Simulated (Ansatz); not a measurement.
Runs of Ansatz 0.2.0 on CsSnI3. Symmetry: Pm-3m, No. 221, cubic system. The conventional cell has a = 6.206 Å, b = 6.206 Å, c = 6.206 Å, α = 90.00°, β = 90.00°, γ = 90.00°. Cs (site symmetry m-3m) has 12 I at 4.39 Å as nearest neighbours. Around I (site symmetry 4/mmm) lie 2 Sn at 3.10 Å. Sn (site symmetry m-3m) is surrounded by 6 I at 3.10 Å. 

```tsv
level	gap on the mesh (eV)	pressure (GPa)	relaxed volume (Å³/atom)
revPBE+D3(BJ)	(a)	0.0	47.37
BLYP+D4	1.85	0.0	48.82
revPBE+D4	(b)	0.0	47.87
BLYP+D3(BJ)	1.83	0.0	47.80
```

Alike in all rows: task relaxation of cell and atoms; potentials or basis Ansatz PAW; no spin polarisation; cell relaxed; k mesh 5 × 5 × 5; cutoff (eV) 420; smearing fermi-dirac 0.05 eV.

Q: Estimate the missing entries.

A: (a) 1.75; (b) 1.76.

Caveats: odd divisions of the mesh miss points on the zone boundary, where band edges often lie, so the gap on the mesh can be too wide; the plane-wave basis is chosen anew once the cell has moved, so the energies of steps on either side of that aren't comparable; spin-orbit coupling is left out, which moves the levels of the heavy elements; the PAW data sets come from PBE, with cores solved anew for the run's functional, which leaves a small shift of forces and pressure.

A k mesh can miss the band edges, and the runs leave out spin-orbit coupling on Cs, I, Sn.

Runs at the PBE level aren't shown here.
